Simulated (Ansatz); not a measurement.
An element in the bcc structure gives these cold pressures by all-electron LAPW under PBE (Ansatz 0.2.0, scalar-relativistic, no spin polarisation).

```tsv
V (Å³/atom)	P (GPa)
31.68	0.02
29.15	5.29
26.62	13.44
24.08	26.7
21.55	48.5
19.01	86.2
16.48	155.5
14.26	268.8
```

(1) Which element is it?

Answers

(1) Bi. Its zero-pressure volume in this structure is near 31.7 Å³/atom; the volume and the steepness of P(V) together point to it, though neighbours can come close. This is the case that was computed; others weren't tested.
